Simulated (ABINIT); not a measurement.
Runs of ABINIT 10.8.3 (patched build) on AgCl (Chlorargyrite). The structure is cubic, space group Fm-3m (No. 225). The conventional cell has a = 5.470 Å, b = 5.470 Å, c = 5.470 Å, α = 90.00°, β = 90.00°, γ = 90.00°. Around Ag (site symmetry m-3m) lie 6 Cl at 2.73 Å. Around Cl (site symmetry m-3m) lie 6 Ag at 2.73 Å. 

```tsv
task	level	potentials or basis	cutoff (eV)	fine-grid cutoff	gap on the mesh (eV)	pressure (GPa)	V0 of scaled cells (Å³/atom)	B0 (GPa)
band structure	TB-mBJ	JTH PAW LDA v2.0	816	1414.99 eV	2.78	-	-	-
band structure	PBEsol	PseudoDojo NC SR PBEsol v0.4.1 standard	1116	-	(c)	(a)	-	-
band structure	LDA	JTH PAW LDA v2.0	680	1278.94 eV	(b)	-3.8	-	-
single point	PBE	JTH PAW PBE v2.0	680	1278.94 eV	0.90	3.9	-	-
equation of state	r2SCAN	JTH PAW PBE v2.0	816	1414.99 eV	-	-	(d)	49
band structure	r2SCAN	JTH PAW PBE v2.0	816	1414.99 eV	1.41	-	-	-
equation of state	PBEsol	PseudoDojo NC SR PBEsol v0.4.1 standard	1116	-	-	-	20.21	57
```

Alike in all rows: no spin polarisation; cell as given; k mesh 8 × 8 × 8; smearing fermi-dirac 0.05 eV.

**Question.** Estimate the missing entries.

**Answer.** (a) -0.7; (b) 0.61; (c) 0.73; (d) 21.35.

Caveats: the PAW data sets were made with another functional, which shifts forces and pressure a little (some runs); pressures at fixed basis lie under the slope of the energies (some runs); the constant c of TB-mBJ comes from the pseudo density here, which moves gaps by up to 0.3 eV between sets of potentials (some runs).

A k mesh can miss the band edges, and the runs leave out spin-orbit coupling on Ag.

Not every run made on this cell is shown here.
